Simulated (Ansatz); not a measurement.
CaF2 (fluorite)

```
CaF2
1.0
    0.00000     5.51096     5.51096
    2.75548     0.00000     2.75548
    2.75548     2.75548     0.00000
Ca F
2 4
Direct
  0.00000   0.00000   0.00000
  0.50000   0.00000   0.00000
  0.12500   0.25000   0.25000
  0.62500   0.25000   0.25000
  0.37500   0.75000   0.75000
  0.87500   0.75000   0.75000
```

The atoms are displaced by Q × the pattern below (from a DFPT mode at L = (0.5, 0.0, 0.0), largest move 1; Q in Å), at fixed cell. (q is in reciprocal vectors of the primitive cell; the cell shown is doubled to hold the pattern.)

```tsv
atom	x	y	z
Ca1	-0.497	0.497	0.497
Ca2	0.497	-0.497	-0.497
F3	-0.577	0.577	0.577
F4	0.577	-0.577	-0.577
F5	0.577	-0.577	-0.577
F6	-0.577	0.577	0.577
```

Calculation: PBE (plane waves to 420 eV, PAW, scalar-relativistic; Ansatz, a quantum-chemistry and plane-wave program). k mesh 5×10×10 (Γ-centred), Fermi-Dirac smearing 0.05 eV. E stands for the smeared free energy. Compression counts positive. CaF2 was relaxed with its symmetry unable to fall. ΔE is measured from the undisplaced structure.

```
Q (Å)   ΔE (meV/cell)  P (GPa)  −dE/dQ from forces (eV/Å)
------  -------------  -------  -------------------------
-0.180            548     4.74                      7.467
-0.150            355     3.19                      5.497
-0.120            214     1.99                      3.946
-0.090            115     1.10                      2.707
-0.060             49     0.48                      1.688
-0.030             12     0.12                      0.810
0.000               0     0.00                      0.000
0.030              12     0.12                     -0.810
0.060              49     0.48                     -1.688
0.090             115     1.10                     -2.707
0.120             214     1.99                     -3.946
0.150             355     3.19                     -5.497
0.180             548     4.74                     -7.467
```

What the scan shows:

```
Item                                                                                                                  Value
-----------------------------------------------------------  --------------------------------------------------------------
Energy at Q = 0.180 Å                                                                                          548 meV/cell
Space group of the distorted cell                                                        R-3m (No. 166), lowered from Fm-3m
Symmetry of the curve                                                                         even: the same for both signs
Shape of the curve                                           a single well with its minimum at or next to zero displacement
Harmonic wavenumber from the curvature (finite differences)                                                        231 cm⁻¹
Wavenumber by perturbation theory (DFPT, on another k mesh)                                                        231 cm⁻¹
```

(A displaced cell: forces are minus the slopes of the energy, force constants its curvatures, and phonons follow from these.)
